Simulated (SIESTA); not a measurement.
Crystal: Cu2O (Cuprite).

```
CELL_PARAMETERS angstrom
4.26000 0.00000 0.00000
0.00000 4.26000 0.00000
0.00000 0.00000 4.26000
ATOMIC_POSITIONS crystal
Cu 0.75000 0.25000 0.75000
Cu 0.75000 0.75000 0.25000
Cu 0.25000 0.75000 0.75000
Cu 0.25000 0.25000 0.25000
O 0.50000 0.50000 0.50000
O 0.00000 0.00000 0.00000
```

Base run:

| Quantity | Value |
| --- | --- |
| Program | SIESTA 5.4.2 |
| Functional | PBE |
| Potentials or basis | PseudoDojo 0.4 standard (PBE files) |
| Basis | TZP (energy shift 0.002 Ry) |
| Grid cutoff | 800 Ry |
| Energy shift | 0.002 Ry |
| k mesh | 6 × 6 × 6 |
| Occupations | fermi-dirac, width 0.05 eV |
| Spin | no spin polarisation |

Its results: band gap on the k mesh 0.52 eV, direct; pressure 3.6 GPa.

Q: The run is repeated on the same cell with these changes: functional from PBE to vdW-DF-cx; basis from TZP (energy shift 0.002 Ry) to DZP (energy shift 0.002 Ry). What comes out?

A: Band gap on the k mesh 0.49 eV, direct; pressure -0.3 GPa.

Several settings changed at once, so the effect can't be laid on one alone.

Caveats: semicore shells carry a single zeta, which can move pressures by several GPa and volumes by a few percent; the basis of atomic orbitals isn't converged, which shifts pressures, moduli and gaps; the potentials were made for another functional, which shifts forces and pressure (some runs).
